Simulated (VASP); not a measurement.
# Cl2: single point with PBE

Molecule: Cl2, in a box.

```
Cl
1.0
    12.00000    0.00000    0.00000
     0.00000   12.50000    0.00000
     0.00000    0.00000   13.00000
Cl
2
Direct
  0.45000 0.47000 0.42332
  0.45000 0.47000 0.57668
```

```yaml
Program: VASP 6.6.1
Task: single point
Functional: PBE
Potentials_or_basis: VASP PAW PBE potentials, release 64 (Cl)
Cutoff: 600 eV
k_mesh: 1 × 1 × 1
Occupations: gaussian, width 0.01 eV
Spin: no spin polarisation
```

```yaml
Gap_between_the_frontier_levels: 3.06 eV
```

Levels at points of the mesh, in eV from the valence-band top:
| k point | band 4 | band 5 | band 6 | band 7 | band 8 | band 9 | band 10 | band 11 |
| --- | --- | --- | --- | --- | --- | --- | --- | --- |
| (0.00, 0.00, 0.00) | -2.66 | -2.66 | 0.00 | 0.00 | 3.06 | 6.78 | 7.70 | 7.78 |

Wall time 48 s on 4 MPI ranks on Intel(R) Xeon(R) Platinum 8259CL CPU @ 2.50GHz (Skylake/Cascade Lake) (shared host), peak memory 0.58 GiB a rank.

PBE gaps usually lie below the measured ones, often by a third to a half.
